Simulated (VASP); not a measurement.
Input of a VASP 6.6.1 run:

Contents of INCAR:

```
PREC = Accurate
ENCUT = 520
EDIFF = 1E-6
ISMEAR = 0
SIGMA = 0.1
LREAL = F
LASPH = T
NELM = 60
ALGO = Fast
ISIF = 2
LWAVE = F
LCHARG = F
GGA = PE
NBANDS = 12
```

File KPOINTS:

```
regular mesh
0
Gamma
  14 10 10
```

The input POSCAR:

```
Sb
1.0
    3.3817487101      0.0000000000     -0.0680683636
    0.0000000000      4.4531626874      0.0000000000
   -0.1381948535      0.0000000000      4.5027919791
Sb
2
Direct
    0.9946567421      0.7500000000      0.7641638907
    0.0053432579      0.2500000000      0.2358361093
```

Potentials or basis: VASP PAW PBE potentials, release 64 (Sb).

Command:

```bash
$ cat potpaw_PBE.64/Sb/POTCAR > POTCAR
$ mpirun -np 1 vasp_std > vasp.out
```

Predict the pressure.

-4.4 GPa.

Predict the band gap on the k mesh.

none (metal or under the smearing width).

Forces in eV/Å, atoms in the order of the input:
```
Sb  -0.003  0.000  0.155
Sb   0.003  0.000 -0.155
```

Spin-orbit coupling is left out, which matters for the levels of Sb.
